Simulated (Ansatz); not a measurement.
C: the change of energy less free atoms and pressure with volume per atom

All results are calculated (Ansatz 0.2.0). Periodic Kohn-Sham DFT of a crystal at fixed atoms; pressure and stress are positive in compression; the energy is the free energy less that of spherical unpolarised free atoms; site moments are those in the method's own spheres, positive along +z.

Cell of the first row (space group Fd-3m, No. 227):
```
C
1.0
      0.0000     1.7470     1.7470
      1.7470     0.0000     1.7470
      1.7470     1.7470     0.0000
C
2
Direct
  0.50000 0.50000 0.50000
  0.75000 0.75000 0.75000
```

Settings of every row: method all-electron LAPW; functional PBE; relativity scalar; k mesh 20x20x20; filling fermi-dirac; smearing width 0.08 eV; basis error target 0.5 meV/atom; nucleus gaussian.

Atom start moment: 0 on all atoms.

| row | volume per atom (Å³) | energy less free atoms (eV/atom) | pressure (GPa) |
| --- | --- | --- | --- |
| 1 | 5.332 | -9.0666 | 32.225 |
| 2 | 5.389 | -9.077 | 26.528 |
| 3 | 5.445 | -9.0854 | 21.092 |
| 4 | 5.559 | -9.0967 | 10.959 |
| 5 | 5.615 | -9.0997 | 6.237 |
| 6 | 5.672 | ? | ? |
| 7 | 5.729 | -9.101 | -2.566 |
| 8 | 5.786 | -9.0993 | -6.669 |
| 9 | 5.899 | -9.0919 | -14.318 |
| 10 | 5.956 | -9.0862 | -17.882 |
| 11 | 6.012 | -9.0792 | -21.283 |

Question: what energy less free atoms and pressure should row 6 give?

Worked fit of energy less free atoms. Take u = (V_r/V)^(2/3) − 1 with V_r = 5.672 Å³ an atom, which is twice the finite (Eulerian) strain; such expansions in the strain, on which the Birch-Murnaghan equation of state is built, carry the rest volume and the bulk modulus. The shown rows have u = 0.04207, 0.03471, 0.0276, 0.01351, 0.00676, -0.00664, -0.01318, -0.02582, -0.03205, -0.03807. Least squares give energy less free atoms = −9.10114 + 0.0897 × u + 17.415 × u² eV/atom; a straight line predicts inner rows, each left out in turn, worse (root mean square 0.0097 against 6.1e-05 eV/atom). The rows lie off it by -0.0001, 0.0000, 0.0000, 0.0000, 0.0000, 0.0000, 0.0000, -0.0001, -0.0001, 0.0001. Its lowest point lies at u = -0.0026, or V = 5.694 Å³ an atom, and the curvature there gives the bulk modulus at fixed shape and fractions, B = (4/9)(1 + u)² E″(u)/V = 433 GPa. The withheld row has u = 0, so the fit gives −9.10114 + 0.0897 × (0) + 17.415 × (0)² = -9.1011 eV/atom.

The calculation gave -9.1011 eV/atom. The fit meets it to the printed digit.

Worked fit of pressure. Take u = (V_r/V)^(2/3) − 1 with V_r = 5.672 Å³ an atom, which is twice the finite (Eulerian) strain; such expansions in the strain, on which the Birch-Murnaghan equation of state is built, carry the rest volume and the bulk modulus. The shown rows have u = 0.04207, 0.03471, 0.0276, 0.01351, 0.00676, -0.00664, -0.01318, -0.02582, -0.03205, -0.03807. Least squares give pressure = 1.7451 + 661.105 × u + 1500.87 × u² GPa; a straight line predicts inner rows, each left out in turn, worse (root mean square 0.85 against 0.038 GPa). The rows lie off it by 0.011, 0.028, -0.043, 0.008, -0.046, 0.012, 0.039, 0.006, 0.020, -0.035 (root mean square 0.029 GPa). The pressure vanishes at u = -0.0027, or V = 5.695 Å³ an atom, and there the bulk modulus at fixed shape and fractions is B = −V dP/dV = (2/3)(1 + u) dP/du = 434 GPa. The withheld row has u = 0, so the fit gives 1.7451 + 661.105 × (0) + 1500.87 × (0)² = 1.745 GPa.

The calculation gave 1.732 GPa. The fit lies 0.013 GPa (0.024 % of the column's range) above it; its largest miss of a shown row is 0.046 GPa.
